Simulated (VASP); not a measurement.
Input of a VASP 6.6.1 run:

File INCAR:

```
SYSTEM = Ge
  PREC = Accurate
  ENCUT = 350
  EDIFF = 1E-7
  ISMEAR = 0
  SIGMA = 0.02
  LREAL = .FALSE.
  LASPH = .TRUE.
  NELM = 60
  ALGO = Normal
  ISIF = 2
  LWAVE = .FALSE.
  LCHARG = .FALSE.
  GGA = CA
```

KPOINTS

```
Automatic mesh
0
G
  6 6 6
  0 0 0
```

The input POSCAR:

```
Ge                                      
1.0
    0.0000000000      2.7823794978      2.7823794978
    2.7823794978      0.0000000000      2.7823794978
    2.7823794978      2.7823794978      0.0000000000
  Ge            
     2
Direct
     0.0000000000000000    0.0000000000000000    0.0000000000000000
     0.2500000000000000    0.2500000000000000    0.2500000000000000
```

Potentials or basis: VASP PAW LDA potentials, release 64 (Ge_d).

Launch:

```sh
$ cat potpaw_LDA.64/Ge_d/POTCAR > POTCAR
$ mpirun -np 1 vasp_std > vasp.out
```

(1) What does it give for the band gap on the k mesh?

## Answers

(1) 0.22 eV, indirect (least direct gap 0.32 eV).
